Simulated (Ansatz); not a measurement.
**TaN (Fm-3m): electronic heat capacity and spin susceptibility from the density of states**

Method: DFT PBEsol, scalar-relativistic, plane waves, PAW (Ansatz).

Settings: cutoff 420 eV, Γ-centred mesh 16×16×16 on the computed 2-atom cell, Gaussian smearing of 0.10 eV; no spin polarisation.

Relaxed cell: Fm-3m, a = 4.376 Å, b = 4.376 Å, c = 4.376 Å, α = 90.00°, β = 90.00°, γ = 90.00°, 2 atoms in the primitive cell. This rock-salt form isn't the usual stable structure of the compound.

The density of states at the Fermi level is 0.752 states/eV in the cell of 2 atoms (1 formula unit; both spins, tetrahedra on a 24×24×24 mesh).

Question: What Sommerfeld coefficient and Pauli susceptibility does this give?

Answer: Per formula unit N(E_F) = 0.752 states/eV. γ = (π²/3) k_B² N(E_F) N_A = 2.357 mJ/(mol K²) per state/eV, so γ = 1.8 mJ/(mol K²), a mole of formula units. χ_P = μ_B² N(E_F) N_A = 3.23×10⁻⁵ emu/mol per state/eV gives 2.4×10⁻⁵ emu/mol. This is the bare band result: a measured γ of the same phase is as a rule larger by a factor 1 + λ from phonons and spin fluctuations, the spin part of χ is larger by the Stoner factor, and a measured χ also holds orbital and core terms. N(E_F) at one energy is sensitive to the mesh where the density of states has sharp peaks.

Spin-orbit coupling is left out, which matters for the bands of heavy elements.